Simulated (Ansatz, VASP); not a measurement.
One calculation of GaSb3, two programs

```xyz
4
Lattice="0.0000 3.5899 3.6871 3.5899 0.0000 3.6871 3.5899 3.5899 0.0000" Properties=species:S:1:pos:R:3 pbc="T T T"
Ga    0.0000    0.0000    0.0000
Sb    1.7949    1.7949    1.8436
Sb    5.3848    5.3848    5.5307
Sb    3.5899    3.5899    3.6871
```

Alike in both runs: task single point; functional LDA; k mesh 10 × 10 × 10; occupations gaussian, width 0.15 eV; no spin polarisation.

|  | VASP | Ansatz |
| --- | --- | --- |
| version | VASP 6.6.1 | Ansatz 0.2.0 |
| potentials or method | VASP PAW LDA potentials, release 64 (Ga_d, Sb) | scalar-relativistic, plane waves, PAW |
| plane-wave cutoff (eV) | 520 | 420 |
| valence electrons in the cell | 28 | 58 |

Ansatz gave:

| Quantity | Value |
| --- | --- |
| gap on the k mesh at the Fermi level (eV) | none |
| pressure (GPa) | 0.1 |
| largest component of the traceless stress (GPa) | 0.85 |

Task: What did VASP give for the same quantities?

Result: gap on the k mesh at the Fermi level (eV): none; pressure (GPa): 0.2; largest component of the traceless stress (GPa): 0.87.

A gap of «none» marks a metal or a gap that the smearing closes. The two sets of potentials don't hold the same shells in valence. Ansatz warned: «pseudo_functional_mismatch».

Spin-orbit coupling is left out, which matters for the levels of Sb.
